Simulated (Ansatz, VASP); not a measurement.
**Sn in VASP and in Ansatz**

Contents of INCAR:

```
PREC     = Accurate       # precision mode
ENCUT    = 600            # plane-wave cutoff, eV
EDIFF    = 1E-6           # SCF threshold, eV
ISMEAR   = -1             # smearing method
SIGMA    = 0.1            # smearing width, eV
LREAL    = False          # projectors in reciprocal space
LASPH    = True           # aspherical terms in the spheres
NELM     = 80             # most SCF steps
ALGO     = Normal         # electronic algorithm
ISIF     = 3              # what is computed and relaxed
LWAVE    = False          # write WAVECAR
LCHARG   = False          # write CHGCAR
GGA      = B5             # functional
ALDAX    = 1.0          
AGGAX    = 1.0          
AGGAC    = 1.0          
ALDAC    = 0.0          
IBRION   = 2              # ionic algorithm
NSW      = 80             # ionic steps
EDIFFG   = -0.01          # ionic threshold
```

KPOINTS

```
regular mesh
0
Gamma
  10 10 10
```

Contents of POSCAR:

```
Sn
1.0
    3.1167899200      0.0000000000      0.0000000000
    0.0000000000      3.1167899200      0.0000000000
    0.0000000000      0.0000000000      3.1167899200
Sn
1
Direct
    0.0000000000      0.0000000000      0.0000000000
```

Input for Ansatz:

```yaml
crystal:
  lattice:
    - [3.11678992, 0.0, 0.0]
    - [0.0, 3.11678992, 0.0]
    - [0.0, 0.0, 3.11678992]
  atoms:
    - { symbol: Sn, position: [0.0, 0.0, 0.0] }
hamiltonian:
  xc: blyp
  pseudopotentials:
    kind: paw
    azcp:
      Sn: "pseudopotentials/Sn.paw.azcp"
basis:
  ecutwfc: 420
  fft_grid_basis: typed
kpoints:
  mp_grid: { grid: [10, 10, 10], shift: [0, 0, 0] }
magnetization:
  spin_polarized: false
scf:
  occupations: { method: fermi_dirac, width: 0.1 }
relax:
  max_steps: 60
  f_tol: 0.01
  cell: {}
output:
  write_density: true
  write_potential: true
  elf: true
  volumetric_format: npy
```

The cell was built by a generator and needn't be a form met in nature.

Alike in both runs: task relaxation of cell and atoms; functional BLYP; k mesh 10 × 10 × 10; occupations fermi-dirac, width 0.1 eV; no spin polarisation.

|  | VASP | Ansatz |
| --- | --- | --- |
| version | VASP 6.6.1 | Ansatz 0.2.0 |
| potentials or method | VASP PAW PBE potentials, release 64 (Sn_d) | plane waves (420 eV) with PAW, scalar-relativistic |
| plane-wave cutoff (eV) | 600 | 420 |
| valence electrons in the cell | 14 | 14 |

|  | VASP | Ansatz | Ansatz less VASP |
| --- | --- | --- | --- |
| relaxed volume (Å³/atom) | 31.97 | 31.97 | -0.006 |
| relaxed cell length with the largest relative difference (Å) | 3.174 | 3.174 | -0.0002 |
| energy change over the relaxation (meV/atom) | -11 | -11 | +0.4 |

Caveats: the PAW data sets were made with another functional, which shifts forces and pressure a little (VASP).
